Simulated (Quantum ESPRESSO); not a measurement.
**HfC: phonons with PBE**

HfC:

```
Hf C
1.0
     0.00000    2.32500    2.32500
     2.32500    0.00000    2.32500
     2.32500    2.32500    0.00000
Hf C
1 1
Direct
  0.50000 0.50000 0.50000
  0.00000 0.00000 0.00000
```

| Item | Value |
| --- | --- |
| Program | Quantum ESPRESSO 7.5 |
| Task | phonons |
| Functional | PBE |
| Potentials or basis | Ansatz NC SR PBE |
| Cutoff | 1143 eV |
| Density cutoff | 4572 eV |
| k mesh | 7 × 7 × 7 |
| Occupations | cold, width 0.2 eV |
| Spin | no spin polarisation |
| Mixing beta | 0.5 |
| Most SCF iterations | 120 |
| SCF threshold | 4e-10 Ry |

```yaml
Pressure_after_relaxing: 0.3 GPa
Band_gap_on_the_k_mesh: none (metal or under the smearing width)
Highest_phonon_frequency_at_Γ: 454 cm⁻¹
```

Levels at points of the mesh, in eV from the Fermi level:
| k point | band 11 | band 12 | band 13 | band 14 | band 15 | band 16 | band 17 | band 18 | band 19 | band 20 |
| --- | --- | --- | --- | --- | --- | --- | --- | --- | --- | --- |
| (0.00, 0.00, 0.00) | -10.93 | -10.93 | 1.13 | 1.13 | 1.13 | 1.43 | 1.43 | 1.43 | 3.43 | 3.43 |

Phonon frequencies in cm⁻¹ (negative: imaginary):
```
              q point           frequencies
(0.000, 0.000, 0.000)  -1 -1 -1 454 454 454
```

Optical modes at Γ, degenerate ones joined:
```tsv
cm⁻¹	components	symmetry	active in
454	3	T1u	IR
```

Wall time 3.4 min on 1 thread of Intel(R) Xeon(R) 6975P-C (Granite Rapids) (shared host), peak memory 0.07 GiB.

Caveat: the k mesh is coarse; the mesh is thin for the phonons of a metal. Spin-orbit coupling is left out, which matters for the levels of Hf.
